**Q:** I have eight density-functional calculations on cubic boron nitride, all for the same rigid cell. The column "gap on path" holds the smallest energy needed to lift an electron from the filled to the empty bands. "Direct gap on path" is the smallest such energy when the electron keeps its crystal momentum. How should I read them?

ABINIT 10.8.3, plane-wave Kohn–Sham DFT for cubic boron nitride (two-atom cell, conventional edge 3.626 Å), without spin polarisation or spin–orbit coupling. All runs use a 13 × 13 × 13 k mesh and Fermi–Dirac occupations with a width of 0.05 eV. Gaps are differences of band energies along the path Γ–X–W–K–Γ–L–U–W–L–K.

| functional | potentials | wave cutoff | gap on path (eV) | direct gap on path (eV) |
| --- | --- | --- | --- | --- |
| PBE | PseudoDojo-NC-SR-PBE-v0.5-standard | 1142.88 eV | 4.523 | 8.832 |
| PBEsol | PseudoDojo-NC-SR-PBEsol-v0.4.1-standard | 1142.88 eV | 4.331 | 8.783 |
| revPBE | JTH-PAW-PBE-v2.0 | 707.496 eV | 4.463 | 8.805 |
| r2SCAN | PseudoDojo-NC-SR-PBE-v0.4.1-standard | 1360.57 eV | 4.850 | 9.494 |
| HCTH407 | JTH-PAW-PBE-v2.0 | 707.496 eV | 4.712 | 8.838 |
| PW91 | JTH-PAW-PBE-v2.0 | 707.496 eV | 4.500 | 8.787 |
| SCAN | JTH-PAW-PBE-v2.0 | 816.342 eV | 4.929 | 9.424 |
| rPW86PBE | JTH-PAW-PBE-v2.0 | 707.496 eV | 4.771 | 8.785 |

**A:** Sort the rows by what the functional is allowed to know about the electrons. Six of them are generalised gradient approximations, GGAs, which use the electron density and its gradient at each point. SCAN and r2SCAN are meta-GGAs, which also use the kinetic energy density of the orbitals. Then look at each column separately and ask how far the GGAs disagree among themselves.

**Q:** In the direct gap they hardly disagree: the six lie within 0.06 eV. In the smaller gap they spread over 0.44 eV. How can one functional change leave one gap alone and move the other?

**A:** The two gaps start from the same filled level and end in different empty ones. The highest filled level sits at $\Gamma$, the point of zero crystal momentum, where the wave repeats unchanged from cell to cell. The direct gap ends in an empty level that is also at $\Gamma$. The smaller gap ends, as is well established for this crystal, at the point X on the boundary of the zone, where the wave changes sign from one layer of cells to the next.

So the numbers say that the two levels at $\Gamma$ keep their distance, while the level at X moves against both. Among the GGAs it lies between 4.01 and 4.45 eV below the empty level at $\Gamma$, which is simply the direct gap less the smaller gap. What needs explaining is one mobile level.

**Q:** Could the mobility come from the potentials? Some rows use norm-conserving potentials and others the PAW method.

**A:** The contrast survives when you keep to one kind. The four PAW GGAs alone spread by 0.31 eV in the smaller gap and by 0.05 eV in the direct one. PBE and PBEsol, both norm-conserving, show the same imbalance. What you can't do is give a cause to a difference of a few hundredths between a PAW row and a norm-conserving row, because no functional was run both ways. The PAW files were also all made for PBE, so the other functionals act there on a core that isn't their own.

**Q:** Then what is special about the level at X?

**A:** Where its electron would live. In crystals with tetrahedral bonds, the lowest empty state at X is known to put much of its weight into the open channels between the atoms. The two levels at $\Gamma$ are different: they are the bonding and antibonding combinations of p orbitals. The filled one lies along the bonds and the empty one has a node across each bond, but both are expected to keep more of their weight near the atoms than the state at X does. These calculations did not print the orbitals, so this picture is brought in from general knowledge of such crystals.

Now ask what a gradient correction does in those two regions. A simple one adds to the exchange energy density the term

$$e = -C\,\frac{|\nabla n|^2}{n^{4/3}},$$

where $n$ is the electron density and $C$ a positive constant. The potential that an electron feels is the derivative of the energy with respect to the density:

$$v = 2C\,\frac{\nabla^2 n}{n^{4/3}} - \frac{4C}{3}\,\frac{|\nabla n|^2}{n^{7/3}}.$$

In the middle of an open channel the density has a minimum. There its gradient vanishes and its curvature $\nabla^2 n$ is positive, so $v$ is positive and pushes electrons out. Where the valence density peaks, the curvature is negative and $v$ pulls them in. Where this curvature term outweighs the second one, gradient-corrected exchange raises a state in the channels relative to states on the bonds, and the smaller gap opens.

This is exchange alone. Correlation carries a gradient term of the opposite sign, and PBE was built so that the two cancel where the density is nearly flat. At the very middle of a channel little net push is therefore left. The opening is expected to come from the region around it, where the gradient is moderate and exchange wins over correlation.

**Q:** And the direct gap?

**A:** Both of its levels are expected to lie near the atoms, the filled one more on nitrogen and the empty one more on boron. If the gradient correction shifts them by similar amounts, their distance survives, and the column shows that it does. The direct gap serves as a control here. If gradient corrections raised all empty levels against the filled ones, both columns would spread, and only one does.

**Q:** So a functional with a larger $C$ should give a larger gap. Is that how the rows are ordered?

**A:** Only if you choose the right measure of strength. Exchange in a GGA is the exchange of a uniform electron gas multiplied by an enhancement factor $F(s)$. Here $s$ is the reduced gradient, $|\nabla n|/n^{4/3}$ divided by a fixed constant, and it tells how fast the density changes over one electron wavelength. The constant $C$ describes only how $F$ starts to rise from $s = 0$.

PBEsol and rPW86PBE start with practically the same rise, yet they hold the smallest and the largest GGA gap. The initial rise can't be what separates them. A likely reason is that the state at X fills a whole channel and its flanks, not just the flat point in the middle, and so also samples regions where $s$ is no longer small. There $F$ of rPW86PBE climbs steeply while that of PBEsol stays low.

**Q:** Can you turn that into an estimate?

**A:** Take $x = F(1) - 1$, the extra exchange at a reduced gradient of one, which is expected to be near the upper end of what occurs between the atoms of so dense a crystal. From the known formulas it is about 0.11 for PBEsol and 0.22 for rPW86PBE, with PBE, PW91 and revPBE in between. A least-squares line through these five rows gives

$$E_\text{gap} \approx 3.92\ \text{eV} + 3.47\ \text{eV} \times x.$$

For rPW86PBE this is $3.92 + 3.47 \times 0.22 = 4.68$ eV. The table has 4.77 eV, so the line is 0.09 eV too low, even though this row helped to fix it.

**Q:** That is a fair part of the whole spread.

**A:** It is, and the slope itself is uncertain by about a third. When each row is predicted from the other four, the typical error is 0.15 eV. Quoting the mean of the other four each time would give 0.18 eV, so the line is only a little better. It rests on its two ends, PBEsol and rPW86PBE. Among the three rows between them the gap even falls as $x$ grows, so the line can't rank neighbours. It also credits everything to exchange, although PBEsol changes the correlation part as well.

**Q:** revPBE looks like such a failure. It has more enhancement than PW91, but its gap is smaller.

**A:** By 0.04 eV, and with the same PAW potentials, so the excuse of mixed potentials is not available. The line puts revPBE 0.11 eV too high, its worst miss. One weakness is the use of a single value of $F$: the potential depends on how $F$ rises and bends, not on its height at one point.

rPW86PBE gains its lead over PBEsol already below $s = 1$. The exchange of revPBE differs from that of PW91 mainly above it, and such gradients are expected close to the atoms, where core meets valence, more than in the channels. On the common energy scale of these two runs both edges rise from PW91 to revPBE, the filled one by 0.16 eV and the one at X by 0.12 eV. The two functionals also differ in correlation, which the line ignores, and both act on a core made for PBE. Either could account for a few hundredths of an eV, and these runs don't tell which does.

**Q:** HCTH407 has the second-largest GGA gap. Does it belong to the same story?

**A:** Its pattern does. Against PW91, with the same potentials, the smaller gap grows by 0.21 eV and the direct gap by only 0.05 eV. Again it is mainly the position of X relative to the two levels at $\Gamma$ that has changed.

The size of the shift is another matter. HCTH407 has flexible exchange and correlation parts that were adjusted together, and its exchange does not start from the uniform gas at $s = 0$. A value of $F$ at one point therefore doesn't mean what it means for the other GGAs. I left the row out of the line for that reason, and I have no independent estimate of its gap.

**Q:** The meta-GGAs break the pattern altogether. They raise the direct gap too.

**A:** They raise it more than the smaller one. From PW91 to SCAN, both PAW, the direct gap grows by 0.64 eV and the smaller gap by 0.43 eV. From PBE to r2SCAN, both norm-conserving, the steps are 0.66 and 0.33 eV. A shift of the channels against the bonds could not do this, since it leaves the direct gap nearly unchanged.

The new element is the kinetic energy density $\tau$. Because the energy depends on $\tau$, the equation for each orbital $\psi$ gains the term

$$-\tfrac12 \nabla\cdot\left(v_\tau \nabla\psi\right), \qquad v_\tau = \frac{\partial e_\text{xc}}{\partial \tau},$$

where $e_\text{xc}$ is the exchange-correlation energy density. It has the form of the ordinary kinetic energy, with a weight that varies in space. Where $v_\tau$ is positive, as it mostly is in SCAN and r2SCAN, an orbital pays extra for every wiggle. The charge follows kinetic energy, so the filled level at $\Gamma$, made of compact nitrogen p orbitals, is expected to pay the most, and this term alone would narrow the gaps. But the ordinary local potential changes as well. It is expected to deepen where the valence electrons sit, and to lower that filled level against the empty ones by more than the new term raises it. The table shows only the sum of the two.

**Q:** Is there a sign of that kinetic term apart from the gaps?

**A:** Yes, inside the filled bands. At $\Gamma$, the distance from the lowest to the highest valence level is 21.2 eV in SCAN, 6 % more than in rPW86PBE with the same PAW potentials. The direct gap is 7 % larger in the same comparison. The wider valence band is what an added kinetic term would suggest, since the smooth s-like level at the bottom pays little and the p-like level at the top pays much. The similar fraction in the gap need not have the same cause.

The smaller gap grows by only 3 % in that comparison. That reflects the row chosen for comparison, whose smaller gap is already the largest among the GGAs. Measured from PW91, the smaller gap grows by nearly 10 %. In eV it still grows less than the direct gap, perhaps because a smooth state in the open channels pays less of the kinetic surcharge than an antibonding state with nodes in every bond.

**Q:** So does the higher rung always give the larger gap?

**A:** In this table it does, with very different margins. In the direct gap the lower meta-GGA stands 0.59 eV above the highest GGA, and the two classes are clearly apart. In the smaller gap r2SCAN leads rPW86PBE by only 0.08 eV, and those two rows use different kinds of potentials. I would not defend that last ordering.

Nor would I explain why SCAN and r2SCAN differ from each other. Both ran on potentials made for PBE. The model core in the one used for r2SCAN leaves the core part of $\tau$ uncertain, and SCAN reported densities too small to handle normally. In the direct gap, their common step away from the GGAs is still several times larger than the difference between them.

**Q:** If I need the real gap, is the largest number the best?

**A:** It is the closest, and still too small. The measured gap is somewhat above 6 eV, a figure I recall only coarsely, so SCAN falls more than 1 eV short. Atomic vibrations are missing from the calculation, but they usually narrow a gap, so adding them would not help. The main cause is well known: the energy of a semilocal functional lacks most of the jump in potential that occurs when an electron is added to a filled band.

This also warns against choosing a GGA by its gap. rPW86PBE comes nearer to experiment than PBEsol because its level at X lies higher above the filled edge, while the direct gaps of the two agree to within 0.01 eV. For another insulator, first ask where the two edge states live. If both stay near the atoms, the picture used here suggests that GGAs will roughly agree on the gap; if one of them spreads into the space between, the choice of GGA should show. One crystal can't prove that rule, and it is meant for a fixed cell: if each functional chose its own cell size, both gaps would shift for that reason too.
